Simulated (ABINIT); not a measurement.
A run of ABINIT 10.8.3 (patched build):

Contents of run.abi:

```
# Pseudopotentials
pp_dirpath "./"
pseudos "Te.GGA_PBE-JTH.xml, Cd.GGA_PBE-JTH.xml"

# Structure
acell 8.5652865883 8.5652865883 8.5652865883
rprim
     0.0000000000     0.7071067812     0.7071067812
     0.7071067812     0.0000000000     0.7071067812
     0.7071067812     0.7071067812     0.0000000000
ntypat 2
znucl 52 48
natom 2
typat 1 2
xcart
     9.0848583441     9.0848583441     9.0848583441
     0.0000000000     0.0000000000     0.0000000000

# Plane-wave basis
ecut 17.0
pawecutdg 34.0

# k points
kptopt 1
ngkpt 3 3 3
nshiftk 1
shiftk 0.0 0.0 0.0

# Exchange and correlation
ixc 11

# Bands and occupations
nband 13
occopt 3
tsmear 0.00183747

# SCF cycle
nstep 100
tolvrs 1.0e-9

# Output
iomode 3
prtwf 0
prtden 0
prteig 0
prtebands 0
enunit 1
```

Potentials or basis: JTH PAW PBE v2.0.

Launch:

```sh
$ abinit run.abi > log 2>&1
```

Hardware: 1 thread of Arm Neoverse V1, with other jobs on the host.

How long does it take, and how much memory?

Run time: 7.5 s on 1 thread of Arm Neoverse V1 (shared host), peak memory 0.1 GiB. Counts: scf iterations 15, mpi ranks 1, k points 4, bands 13, plane waves 1484.
